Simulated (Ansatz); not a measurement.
## Bi, one cell by several methods

```
CELL_PARAMETERS angstrom
2.27300 1.31232 3.95400
-2.27300 1.31232 3.95400
0.00000 -2.62463 3.95400
ATOMIC_POSITIONS crystal
Bi 0.23389 0.23389 0.23389
Bi 0.76611 0.76611 0.76611
```

Atom numbers follow the list: Bi1, Bi2.

The cell is a measured one (Crystallography Open Database entry 9009658); the temperature and pressure of the measurement aren't taken into account, and nothing was relaxed.

Spin–orbit coupling is left out, though it moves levels of the heavy atoms by tenths of an eV or more.

Levels of theory: DFT, LDA, PAW with Ansatz's default frozen-core files, scalar-relativistic (Ansatz 0.2.0); DFT, LDA, all-electron LAPW, scalar-relativistic (Ansatz 0.2.0).

For PAW: a Γ-centred 11×11×11 k mesh, Fermi–Dirac smearing of 0.03 eV, cutoff 420 eV, no spin polarisation; the PAW files were made with PBE, and the program remakes their frozen cores for this functional. LAPW targets a basis error of 0.25 meV/atom. The Ansatz runs share mesh, smearing and spin set-up. Plane-wave (PAW) pressures include the program's estimate of the Pulay term.

Stress and pressure are positive in compression.

Levels count from the Fermi level.

```json
{"quantity": "pressure (GPa)", "PAW": "-1.85", "LAPW": "-1.83"}
{"quantity": "stress xx (GPa)", "PAW": "-1.90", "LAPW": "-1.88"}
{"quantity": "stress zz (GPa)", "PAW": "-1.73", "LAPW": "-1.71"}
{"quantity": "force on Bi1, z (eV/Å)", "PAW": "0.038", "LAPW": "0.040"}
{"quantity": "highest filled level at S0 (eV)", "PAW": "-2.402", "LAPW": "-2.402"}
{"quantity": "lowest empty level at S0 (eV)", "PAW": "2.966", "LAPW": "2.966"}
{"quantity": "highest filled level at F (eV)", "PAW": "-2.842", "LAPW": "-2.842"}
{"quantity": "lowest empty level at F (eV)", "PAW": "2.429", "LAPW": "2.430"}
{"quantity": "highest filled level at H0 (eV)", "PAW": "-0.388", "LAPW": "-0.389"}
{"quantity": "lowest empty level at H0 (eV)", "PAW": "0.803", "LAPW": "0.803"}
```

PAW's pressure differs from the LAPW value by -0.02 GPa.
